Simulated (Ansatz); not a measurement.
**One input, then a changed one: W (simple hexagonal type)**

First run: DFT, PBE, all-electron LAPW, scalar-relativistic (Ansatz 0.2.0).

Command: `ansatz run input.yaml --threads 1 --pin off --max-ram 2048MiB --backend cpu --events-out ev --progress --plain --runs-dir out` It took 48 s on 1 thread of Arm Neoverse V1 (shared host), peak memory 0.61 GiB.

```yaml
crystal:
  lattice:
    - [2.7875065645, 0.0, 0.0]
    - [-1.3937532822, 2.4140514981, 0.0]
    - [0.0, 0.0, 2.6015527917]
  atoms:
    - { symbol: W, position: [0.0, 0.0, 0.0] }
kpoints:
  mp_grid: { grid: [18, 18, 16] }
  band_path:
    path:
      - [0.0, 0.0, 0.0]
      - [0.5, 0.0, 0.0]
      - [0.3333333333, 0.3333333333, 0.0]
      - [0.0, 0.0, 0.0]
      - [0.0, 0.0, 0.5]
      - [0.5, 0.0, 0.5]
      - [0.3333333333, 0.3333333333, 0.5]
      - [0.0, 0.0, 0.5]
      - [0.5, 0.0, 0.5]
    npoints: 14
scf:
  occupations: { method: fermi_dirac, width: 0.08 }
hamiltonian:
  xc: pbe
  pseudopotentials: { kind: all_electron, lapw: { basis_error: 0.001 } }
output:
  forces: true
  stress: true
  eigenvalues: true
  populations: true
  dos: { projected: true, de: 0.2, e_range: [-14, 8] }
```

The cell comes from a relaxation on PAW files under the same functional, begun from a prototype that needn't be the stable phase.

It converges in 7 SCF iterations at a pressure of 0.03 GPa.

A second input differs as follows:

```diff
   occupations: { method: fermi_dirac, width: 0.08 }
+  max_iter: 50
 hamiltonian:
-  xc: pbe
+  xc: b3-lyp
   pseudopotentials: { kind: all_electron, lapw: { basis_error: 0.001 } }
   populations: true
-  dos: { projected: true, de: 0.2, e_range: [-14, 8] }
```

What is wrong with it, and what does the program do?

The change was made to test an unknown functional. The run is refused before any iteration. The log ends:
```
Error: YAML parse error: error: line 26 column 7: hamiltonian.xc: unknown variant `b3-lyp`, expected one of `lda`, `lda-pw`, `pw92`, `pbe`, `pbesol`, `rpbe`, `revpbe`, `blyp`, `pbe0`, `revpbe0`, `b3lyp`, `b3lyp5`, `hse06`, `wpbeh`, `hiss`, `lc_wpbe`, `cam_b3lyp`, `hf`, `r2scan`, `r2scanh`, `r2scan0`, `r2scan50`, `mr2scan`
  --> <input>:26:7
   |
24 |   max_iter: 50
25 | hamiltonian:
26 |   xc: b3-lyp
   |       ^ hamiltonian.xc: unknown variant `b3-lyp`, expected one of `lda`, `lda-pw`, `pw92`, `pbe`, `pbesol`, `rpbe`, `revpbe`, `blyp`, `pbe0`, `revpbe0`, `b3lyp`, `b3lyp5`, `hse06`, `wpbeh`, `hiss`, `lc_wpbe`, `cam_b3lyp`, `hf`, `r2scan`, `r2scanh`, `r2scan0`, `r2scan50`, `mr2scan`
27 |   pseudopotentials: { kind: all_electron, lapw: { basis_error: 0.001 } …
28 | output:
   |
```
